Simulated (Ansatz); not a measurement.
# TaN: the cost of one run

Method: DFT PBEsol, scalar-relativistic, in Ansatz 0.2.0.

## 1. The starting structure

Symmetry: Fm-3m, No. 225, cubic system. The conventional cell has a = 4.358 Å, b = 4.358 Å, c = 4.358 Å, α = 90.00°, β = 90.00°, γ = 90.00°. Around Ta (site symmetry m-3m) lie 6 N at 2.18 Å. N (site symmetry m-3m) has 6 Ta at 2.18 Å as nearest neighbours.

Coordinates:

```cif
data_structure
_symmetry_space_group_name_H-M 'P 1'
_symmetry_Int_Tables_number 1
_cell_length_a 3.0816
_cell_length_b 3.0816
_cell_length_c 3.0816
_cell_angle_alpha 60.000
_cell_angle_beta 60.000
_cell_angle_gamma 60.000
_cell_volume 20.69
loop_
_atom_site_label
_atom_site_type_symbol
_atom_site_fract_x
_atom_site_fract_y
_atom_site_fract_z
_atom_site_occupancy
Ta1 Ta 0.50000 0.50000 0.50000 1
N1 N 0.00000 0.00000 0.00000 1
```

Atoms are numbered in the order of the input: Ta1, N2.

## 2. The deformed structure

Space group Fm-3m before, I4/mmm after.

## 3. LAPW, all electrons

input.yaml

```yaml
crystal:
  lattice:
    - [0.0, 2.24437, 2.179]
    - [2.24437, 0.0, 2.179]
    - [2.24437, 2.24437, 0.0]
  atoms:
    - { symbol: Ta, position: [0.5, 0.5, 0.5] }
    - { symbol: "N", position: [0.0, 0.0, 0.0] }
kpoints:
  mp_grid: { grid: [9, 9, 9] }
  band_path:
    path:
      - [0.0, 0.0, 0.0]
      - [0.0, 0.5, 0.5]
      - [0.25, 0.75, 0.5]
      - [0.0, 0.5, 0.0]
      - [0.0, 0.0, 0.0]
      - [0.5, 0.5, 0.0]
      - [0.3826125, 0.6173875, 0.0]
      - [-0.3826125, 0.3826125, 0.0]
      - [0.0, 0.0, 0.0]
    npoints: 5
scf:
  occupations: { method: fermi_dirac, width: 0.02 }
hamiltonian:
  xc: pbesol
  pseudopotentials: { kind: all_electron, lapw: { basis_error: 0.0005 } }
output:
  forces: true
  stress: true
  eigenvalues: true
```

The run is started by

```
$ ansatz run input.yaml --threads 1 --pin off --max-ram 3072MiB --backend cpu --events-out ev --progress --plain --runs-dir out
```

Q: Estimate wall time and peak memory on 1 thread of Arm Neoverse V1, shared host.

About 24 s, with a peak of 0.42 GiB.
